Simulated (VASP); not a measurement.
SnTe, 2 atoms in the cell. The structure is cubic, space group Fm-3m (No. 225). The conventional cell has a = 6.302 Å, b = 6.302 Å, c = 6.302 Å, α = 90.00°, β = 90.00°, γ = 90.00°. Sn (site symmetry m-3m) is surrounded by 6 Te at 3.15 Å. Te (site symmetry m-3m) has 6 Sn at 3.15 Å as nearest neighbours. 

- Program: VASP 6.6.1
- Task: single point
- Functional: PBE
- Potentials or basis: VASP PAW PBE potentials, release 64 (Sn_d, Te)
- Cutoff: 520 eV
- k mesh: 6 × 6 × 6
- Occupations: gaussian, width 0.02 eV
- Spin: no spin polarisation
- Further INCAR settings: ALGO = Normal; EDIFF = 1e-07; NBANDS = 17

Potentials or basis: VASP PAW PBE potentials, release 64 (Sn_d, Te).

Command:

```bash
$ cat potpaw_PBE.64/Sn_d/POTCAR potpaw_PBE.64/Te/POTCAR > POTCAR
$ mpirun -np 1 vasp_std > vasp.out
```

Hardware: 1 thread of Intel(R) Xeon(R) Platinum 8488C (Sapphire Rapids) (shared host).

How long does it take, and how much memory?

Run time: 30 s on 1 thread of Intel(R) Xeon(R) Platinum 8488C (Sapphire Rapids) (shared host), peak memory 0.2 GiB. Counts: scf iterations 15, k points 16.
